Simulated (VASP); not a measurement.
# ZnSe (Stilleite) (F-43m) in VASP: notebook, part 2 of 2

VASP 6.6.1. Earlier steps stand in the parts before.

### Step 3. Band structure, PBEsol+D4, spin-orbit coupling, no magnetisation

Input file POSCAR:

```
ZnSe
1.0
    0.0000000000      2.8338000000      2.8338000000
    2.8338000000      0.0000000000      2.8338000000
    2.8338000000      2.8338000000      0.0000000000
Se Zn
1 1
Direct
    0.7500000000      0.7500000000      0.7500000000
    0.0000000000      0.0000000000      0.0000000000
```

Input file INCAR.step1:

```
ALGO = Normal
EDIFF = 1E-7
ENCUT = 500
GGA = PS
GGA_COMPAT = False
ISIF = 2
ISMEAR = 0
IVDW = 13
LASPH = True
LCHARG = True
LORBIT = 11
LREAL = False
LSORBIT = True
LWAVE = False
MAGMOM = 0 0 0 0 0 0
NBANDS = 30
NELM = 100
PREC = Accurate
SIGMA = 0.05
```

Input file KPOINTS.step1:

```
k-points
0
Gamma
  6 6 6
```

Input file INCAR.step2:

```
ALGO = Normal
EDIFF = 1E-7
ENCUT = 500
GGA = PS
GGA_COMPAT = False
ICHARG = 11
ISIF = 2
ISMEAR = 0
IVDW = 13
LASPH = True
LCHARG = False
LORBIT = 11
LREAL = False
LSORBIT = True
LWAVE = False
MAGMOM = 0 0 0 0 0 0
NBANDS = 30
NELM = 100
PREC = Accurate
SIGMA = 0.05
```

Input file KPOINTS.step2:

```
path GXWKGLUWLK,UX
10
line-mode
reciprocal
 0.0000000000  0.0000000000  0.0000000000  G
 0.5000000000  0.0000000000  0.5000000000  X

 0.5000000000  0.0000000000  0.5000000000  X
 0.5000000000  0.2500000000  0.7500000000  W

 0.5000000000  0.2500000000  0.7500000000  W
 0.3750000000  0.3750000000  0.7500000000  K

 0.3750000000  0.3750000000  0.7500000000  K
 0.0000000000  0.0000000000  0.0000000000  G

 0.0000000000  0.0000000000  0.0000000000  G
 0.5000000000  0.5000000000  0.5000000000  L

 0.5000000000  0.5000000000  0.5000000000  L
 0.6250000000  0.2500000000  0.6250000000  U

 0.6250000000  0.2500000000  0.6250000000  U
 0.5000000000  0.2500000000  0.7500000000  W

 0.5000000000  0.2500000000  0.7500000000  W
 0.5000000000  0.5000000000  0.5000000000  L

 0.5000000000  0.5000000000  0.5000000000  L
 0.3750000000  0.3750000000  0.7500000000  K

 0.6250000000  0.2500000000  0.6250000000  U
 0.5000000000  0.0000000000  0.5000000000  X
```

Potentials or basis: VASP PAW PBE potentials, release 54 (Se, Zn).

The run is started by

```sh
cat potpaw_PBE.54/Se/POTCAR potpaw_PBE.54/Zn/POTCAR > POTCAR
cp INCAR.step1 INCAR
cp KPOINTS.step1 KPOINTS
mpirun -np 1 vasp_ncl > vasp.out
cp INCAR.step2 INCAR
cp KPOINTS.step2 KPOINTS
mpirun -np 1 vasp_ncl > vasp.out
```

OUTCAR:

```text
EDIFF = 1E-7
   ENCUT = 500
   GGA = PS
   ICHARG = 11
   ISIF = 2
   ISMEAR = 0
   IVDW = 13
   LASPH = True
   LORBIT = 11
   LREAL = False
   LSORBIT = True
   NELM = 100
   PREC = Accurate

 ion  position               nearest neighbor table
   1  0.750  0.750  0.750-   2 2.45   2 2.45   2 2.45   2 2.45
   2  0.000  0.000  0.000-   1 2.45   1 2.45   1 2.45   1 2.45

  LATTYP: Found a face centered cubic cell.
 ALAT       =     5.6676000000

  Lattice vectors:

 A1 = (   0.0000000000,   2.8338000000,   2.8338000000)
 A2 = (   2.8338000000,   0.0000000000,   2.8338000000)
 A3 = (   2.8338000000,   2.8338000000,   0.0000000000)

Analysis of symmetry for initial positions (statically):
=====================================================================
 Subroutine PRICEL returns:
 Original cell was already a primitive cell.

 Routine SETGRP: Setting up the symmetry group for a
 face centered cubic supercell.

 Subroutine GETGRP returns: Found 24 space group operations
[... 1024 lines left out ...]
     0.0000000     0.0000000     0.0000000     0.0000000     0.0000000     0.0000000     0.0000000
     0.0000000     0.0000000     0.0000000     0.0000000     0.0000000     0.0000000     0.0000000
     0.0000000     0.0000000     0.0000000     0.0000000     0.0000000     0.0000000     0.0000000
     0.0000000     0.0000000     0.0000000     0.0000000     0.0000000     0.0000000     0.0000000
     0.0000000     0.0000000     0.0000000     0.0000000     0.0000000     0.0000000     0.0000000
     0.0000000     0.0000000     0.0000000     0.0000000     0.0000000     0.0000000     0.0000000
     0.0000000     0.0000000     0.0000000     0.0000000     0.0000000     0.0000000     0.0000000

 Ion:    2  E_soc:     -0.0086316
 l=   1
     0.0000000    -0.0004633    -0.0004633
    -0.0004633     0.0000000    -0.0004633
    -0.0004633    -0.0004633     0.0000000
 l=   2
     0.0000000    -0.0001992     0.0000000    -0.0001992    -0.0007761
    -0.0001992     0.0000000    -0.0005821    -0.0001992    -0.0001940
     0.0000000    -0.0005821     0.0000000    -0.0005821     0.0000000
    -0.0001992    -0.0001992    -0.0005821     0.0000000    -0.0001940
    -0.0007761    -0.0001940     0.0000000    -0.0001940     0.0000000
 l=   3
     0.0000000     0.0000000     0.0000000     0.0000000     0.0000000     0.0000000     0.0000000
     0.0000000     0.0000000     0.0000000     0.0000000     0.0000000     0.0000000     0.0000000
     0.0000000     0.0000000     0.0000000     0.0000000     0.0000000     0.0000000     0.0000000
     0.0000000     0.0000000     0.0000000     0.0000000     0.0000000     0.0000000     0.0000000
     0.0000000     0.0000000     0.0000000     0.0000000     0.0000000     0.0000000     0.0000000
     0.0000000     0.0000000     0.0000000     0.0000000     0.0000000     0.0000000     0.0000000
     0.0000000     0.0000000     0.0000000     0.0000000     0.0000000     0.0000000     0.0000000

 total charge

# of ion       s       p       d       tot
------------------------------------------
    1        1.429   2.431   0.028   3.888
    2        0.528   0.452   9.781  10.762
--------------------------------------------------
tot          1.957   2.884   9.810  14.650

 magnetization (x)

# of ion       s       p       d       tot
------------------------------------------
    1        0.000  -0.000   0.000   0.000
    2        0.000   0.000   0.000   0.000
--------------------------------------------------
tot          0.000  -0.000   0.000   0.000

 magnetization (y)

# of ion       s       p       d       tot
------------------------------------------
    1       -0.000   0.000   0.000   0.000
    2        0.000   0.000   0.000   0.000
--------------------------------------------------
tot          0.000   0.000   0.000   0.000

 magnetization (z)

# of ion       s       p       d       tot
------------------------------------------
    1       -0.000   0.000  -0.000  -0.000
    2       -0.000  -0.000   0.000  -0.000
--------------------------------------------------
tot         -0.000  -0.000  -0.000  -0.000
```

OUTCAR.step1:

```text
EDIFF = 1E-7
   ENCUT = 500
   GGA = PS
   ISIF = 2
   ISMEAR = 0
   IVDW = 13
   LASPH = True
   LORBIT = 11
[... 1035 lines left out ...]
tot         -0.000  -0.000   0.000  -0.000

 magnetization (y)

# of ion       s       p       d       tot
------------------------------------------
    1        0.000  -0.000  -0.000  -0.000
    2        0.000   0.000   0.000   0.000
--------------------------------------------------
tot          0.000  -0.000   0.000   0.000

 magnetization (z)

# of ion       s       p       d       tot
------------------------------------------
    1        0.000   0.000   0.000   0.000
    2        0.000  -0.000  -0.000  -0.000
--------------------------------------------------
tot          0.000  -0.000  -0.000  -0.000
```

Run time: 1.9 min. Hardware: 1 thread of AMD EPYC 9R45 (Zen 5), shared host; peak memory 0.35 GiB.

Results:

```
Dispersion energy per atom : -0.183 eV
```

Caveat: the log is that of the step along the path at fixed density, whose energy, stress, charges and moments have no meaning.

### Step 4. How close it comes

Step 2. Against the measured gap of ZnSe, 2.695 eV (an exciton energy, a little under the gap; 300 K; “Alloy Disordering Effects on the Thermal Conductivity and Energy Gap Temperature Dependence of Cd1−xZnxSe Ternary Crystals Grown by the Bridgman Method”, 2023, pmc:10253836), the calculated 1.27 eV is off by -1.42 eV. So large a miss can be the level of theory's own, or it may mean another phase, state or a wrong row. Spin-orbit coupling on Se is left out. The value is that of AM05+D4, without temperature or zero-point motion. Semilocal functionals fall short of measured gaps as a rule.
